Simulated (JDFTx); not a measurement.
# BAs (F-43m) in JDFTx: notebook

The runs below take BAs through single point, with r2SCANh, PBE, BJ06.

Everything below comes from runs of JDFTx 1.7.0 (patched build). Logs are shortened: lines on timing, memory, paths and dates and some standing lists are left out, and cuts for length are marked. The log counts tension as positive stress, the text compression.

## Step 1: The structure

The structure is cubic, space group F-43m (No. 216). Conventional cell: a = 4.777 Å, b = 4.777 Å, c = 4.777 Å, α = 90.00°, β = 90.00°, γ = 90.00°. As (site symmetry -43m) has 4 B at 2.07 Å as nearest neighbours. B (site symmetry -43m) has 4 As at 2.07 Å as nearest neighbours.

## Step 2: Single point, r2SCANh

BAs.in

```
include BAs.lattice
coords-type Lattice
include BAs.ionpos

ion-species pseudo/As.upf
ion-species pseudo/B.upf
elec-cutoff 30 240
elec-ex-corr hyb-mgga-r2scanh
kpoint-folding 4 4 4
elec-smearing Fermi 0.0018374661
elec-n-bands 9
electronic-SCF nIterations 100 energyDiffThreshold 1e-07
electronic-minimize nIterations 30 energyDiffThreshold 1e-7
converge-empty-states yes
forces-output-coords Cartesian

dump-name run.$VAR
dump End Ecomponents EigStats BandEigs Kpoints Forces Stress ElecDensity KEdensity
```

BAs.lattice

```
lattice \
    0.0000000000     4.5136108487     4.5136108487 \
    4.5136108487     0.0000000000     4.5136108487 \
    4.5136108487     4.5136108487     0.0000000000
```

BAs.ionpos

```
ion As     0.7500000000     0.7500000000     0.7500000000 1
ion B      0.0000000000     0.0000000000     0.0000000000 1
```

Potentials or basis: SG15-PBE-1.2.

The run is started by

```sh
$ jdftx -c 1 -i BAs.in -o BAs.out
```

The program printed:

```text
*************** JDFTx 1.7.0 (patched build) ***************

Input parsed successfully to the following command list (including defaults):
[... the input with its defaults ...]

---------- Setting up symmetries ----------

Found 48 point-group symmetries of the bravais lattice
Found 24 space-group symmetries with basis
Applied RMS atom displacement 0 bohrs to make symmetries exact.

---------- Initializing the Grid ----------
R =
[            0      4.51361      4.51361  ]
[      4.51361            0      4.51361  ]
[      4.51361      4.51361            0  ]
unit cell volume = 183.909
G =
[  -0.696026   0.696026   0.696026  ]
[   0.696026  -0.696026   0.696026  ]
[   0.696026   0.696026  -0.696026  ]
Minimum fftbox size, Smin = [  48  48  48  ]
Chosen fftbox size, S = [  48  48  48  ]

---------- Initializing tighter grid for wavefunction operations ----------
R =
[            0      4.51361      4.51361  ]
[      4.51361            0      4.51361  ]
[      4.51361      4.51361            0  ]
unit cell volume = 183.909
G =
[  -0.696026   0.696026   0.696026  ]
[   0.696026  -0.696026   0.696026  ]
[   0.696026   0.696026  -0.696026  ]
Minimum fftbox size, Smin = [  32  32  32  ]
Chosen fftbox size, S = [  32  32  32  ]

---------- Exchange Correlation functional ----------
Initialized LibXC exchange-correlation functional 'r2SCANh: r2SCAN hybrid like TPSSh with 10% exact exchange'
Will include 0.1 x exact exchange.

---------- Setting up pseudopotentials ----------
Width of ionic core gaussian charges (only for fluid interactions / plotting) set to 0

Reading pseudopotential file 'pseudo/As.upf':
  'As' pseudopotential, 'PBE' functional
  Generated using ONCVPSP code by D. R. Hamann
  5 valence electrons, 0 orbitals, 6 projectors, 602 radial grid points, with lMax = 2
  Core radius for overlap checks: 2.53 bohrs.

Reading pseudopotential file 'pseudo/B.upf':
  'B' pseudopotential, 'PBE' functional
  Generated using ONCVPSP code by D. R. Hamann
  3 valence electrons, 0 orbitals, 4 projectors, 602 radial grid points, with lMax = 1
  Core radius for overlap checks: 1.60 bohrs.

Initialized 2 species with 2 total atoms.

Folded 1 k-points by 4x4x4 to 64 k-points.

---------- Setting up k-points, bands, fillings ----------
Adding inversion symmetry to k-mesh for non-inversion-symmetric unit cell.
Reduced to 8 k-points under symmetry.
Computing the number of bands and number of electrons
Calculating initial fillings.
nElectrons:   8.000000   nBands: 9   nStates: 8

----- Setting up reduced wavefunction bases (one per k-point) -----
average nbasis = 1449.516 , ideal nbasis = 1443.372

----- Initializing Supercell corresponding to k-point mesh -----
Lattice vector linear combinations in supercell:
[   4   0   0  ]
[   0   4   0  ]
[   0   0   4  ]
Supercell lattice vectors:
[  0  18.0544  18.0544  ]
[  18.0544  0  18.0544  ]
[  18.0544  18.0544  0  ]

-------- Setting up exchange kernel --------
Creating Wigner-Seitz truncated kernel on k-point supercell with sample count [  136 136 136 ]
Constructing Wigner-Seitz cell: 12 faces (12 quadrilaterals, 0 hexagons)
Gaussian width for range separation: 1.34519 bohrs.
FFT grid for long-range part: [ 140 140 140 ].
Planning fourier transform ... Done.
Computing truncated long-range part in real space ... Done.
Adding short-range part in reciprocal space ... Done.
Splitting supercell kernel to unit-cell with k-points ... Done.

---------- Setting up exact exchange ----------
Optimizing transforms to minimize k-point pairs ... done (3200 steps).
Reduced 4096 k-pairs to 1136 under symmetries.
Transforms per reduced k-pair: 1 min, 48 max, 17.8 mean.
Per-iteration cost relative to semi-local calculation ~ 400

---------- Setting up ewald sum ----------
Optimum gaussian width for ewald sums = 2.050004 bohr.
Real space sum over 1331 unit cells with max indices [  5  5  5  ]
Reciprocal space sum over 2197 terms with max indices [  6  6  6  ]

---------- Allocating electronic variables ----------
Initializing wave functions:  (No orbitals for LCAO)  bandwidth-limited random numbers

Setting the auxilliary hamiltonian equal to the subspace hamiltonian.
Computing exact exchange ... done.

-------- Electronic minimization -----------
Will mix electronic and kinetic density at each iteration.
Constructing ACE exchange operator ... done.

	FillingsUpdate:  mu: +0.457732347  nElectrons: 8.000000
	FillingsUpdate:  mu: +0.259824849  nElectrons: 8.000000
SCF: Cycle:  0   F: -8.976804376598556   dF: -2.384e+00   |Residual|: 5.814e-01   |deigs|: 1.991e-01
	FillingsUpdate:  mu: +0.292099454  nElectrons: 8.000000
SCF: Cycle:  1   F: -9.038567539556132   dF: -6.176e-02   |Residual|: 3.974e-01   |deigs|: 4.164e-02
	FillingsUpdate:  mu: +0.356995646  nElectrons: 8.000000
SCF: Cycle:  2   F: -9.072418523988194   dF: -3.385e-02   |Residual|: 1.046e-01   |deigs|: 6.671e-02
	FillingsUpdate:  mu: +0.352676004  nElectrons: 8.000000
SCF: Cycle:  3   F: -9.074841911618687   dF: -2.423e-03   |Residual|: 4.597e-02   |deigs|: 5.007e-03
	FillingsUpdate:  mu: +0.350772223  nElectrons: 8.000000
SCF: Cycle:  4   F: -9.075168098933013   dF: -3.262e-04   |Residual|: 1.534e-02   |deigs|: 2.108e-03
	FillingsUpdate:  mu: +0.351950812  nElectrons: 8.000000
SCF: Cycle:  5   F: -9.075164218123795   dF: +3.881e-06   |Residual|: 1.624e-03   |deigs|: 1.180e-03
	FillingsUpdate:  mu: +0.351865751  nElectrons: 8.000000
SCF: Cycle:  6   F: -9.075167124834364   dF: -2.907e-06   |Residual|: 6.392e-04   |deigs|: 1.014e-04
	FillingsUpdate:  mu: +0.351895708  nElectrons: 8.000000
SCF: Cycle:  7   F: -9.075162226214051   dF: +4.899e-06   |Residual|: 2.067e-04   |deigs|: 4.010e-05
	FillingsUpdate:  mu: +0.351881116  nElectrons: 8.000000
SCF: Cycle:  8   F: -9.075162665501949   dF: -4.393e-07   |Residual|: 2.885e-05   |deigs|: 1.546e-05
	FillingsUpdate:  mu: +0.351883106  nElectrons: 8.000000
[... 127 lines left out ...]
	FillingsUpdate:  mu: +0.344414513  nElectrons: 8.000000
VxxLoop: Iter:  5   F: -9.166088699462144   dF: -4.145e-07
Constructing ACE exchange operator ... done.

	FillingsUpdate:  mu: +0.344414501  nElectrons: 8.000000
SCF: Cycle:  0   F: -9.166088679982964   dF: +1.948e-08   |Residual|: 8.531e-09   |deigs|: 1.323e-06
	FillingsUpdate:  mu: +0.344414501  nElectrons: 8.000000
SCF: Cycle:  1   F: -9.166088679951432   dF: +3.153e-11   |Residual|: 2.455e-09   |deigs|: 4.222e-07
SCF: Converged (|Residual|<1.000000e-07 for 2 iters).

	FillingsUpdate:  mu: +0.344414501  nElectrons: 8.000000
VxxLoop: Iter:  6   F: -9.166088679951432   dF: +1.951e-08
Setting wave functions to eigenvectors of Hamiltonian
Converging empty states (this may take a while): |deigs|: 3.479e-05
Computing exact exchange ... done.

# Stress tensor in Cartesian coordinates [Eh/a0^3]:
[ -5.45335e-05            0            0  ]
[            0 -5.45335e-05            0  ]
[            0            0 -5.45335e-05  ]

# Ionic positions in lattice coordinates:
ion As   0.750000000000000   0.750000000000000   0.750000000000000 1
ion B   0.000000000000000   0.000000000000000   0.000000000000000 1

# Forces in Cartesian coordinates:
force As  -0.000000000000000   0.000000000000000  -0.000000000000000 1
force B   0.000000000000000   0.000000000000000   0.000000000000000 1

# Energy components:
   Eewald =       -9.9667093405126348
       EH =        0.6360411714083484
     Eloc =       -2.7715508453727020
      Enl =        1.5295216170569108
      Exc =       -2.4555134407362380
      EXX =       -0.2394090615495156
       KE =        4.1015312197667697
-------------------------------------
     Etot =       -9.1660886799390635
       TS =        0.0000000000123682
-------------------------------------
        F =       -9.1660886799514323

IonicMinimize: Iter:   0  F: -9.166088679951432  |grad|_K:  2.072e-35
IonicMinimize: Converged (|grad|_K<1.000000e-04).

Dumping 'run.eigStats' ...
	eMin: -0.310129 at state 0 ( [ +0.000000 +0.000000 +0.000000 ] spin 0 )
	HOMO: +0.307279 at state 0 ( [ +0.000000 +0.000000 +0.000000 ] spin 0 )
	mu  : +0.344415
	LUMO: +0.382003 at state 6 ( [ +0.000000 +0.500000 +0.500000 ] spin 0 )
	eMax: +0.841520 at state 6 ( [ +0.000000 +0.500000 +0.500000 ] spin 0 )
	HOMO-LUMO gap: +0.074724
	Optical gap  : +0.146301 at state 0 ( [ +0.000000 +0.000000 +0.000000 ] spin 0 )
Done!
[note: mu as printed may lie anywhere between the filled and the empty levels]
```

Run time: 11 min. Hardware: 1 thread of Intel Xeon 6975P-C (Granite Rapids), shared host; peak memory 0.25 GiB.

What came out:

- Free energy: -249.4220 eV
- Pressure: 1.6 GPa
- Band gap on the k mesh: 2.03 eV, indirect (least direct gap 3.98 eV)

Levels at points of the mesh, in eV from the valence-band top:
```tsv
k point	band 2	band 3	band 4	band 5	band 6	band 7
(0.00, 0.00, 0.00)	0.00	0.00	0.00	3.98	3.98	3.98
(0.00, 0.00, 0.50)	-9.63	-2.01	-2.01	3.35	5.63	5.63
(0.00, 0.50, 0.50)	-9.46	-4.47	-4.47	2.03	2.10	12.91
```

Caveat: the k mesh is coarse (spacing up to 0.57 Å⁻¹), so the values aren't converged, least of all with exact exchange; the potentials were made for another functional, which shifts forces and pressure.

(Part 1 of 2 ends here.)
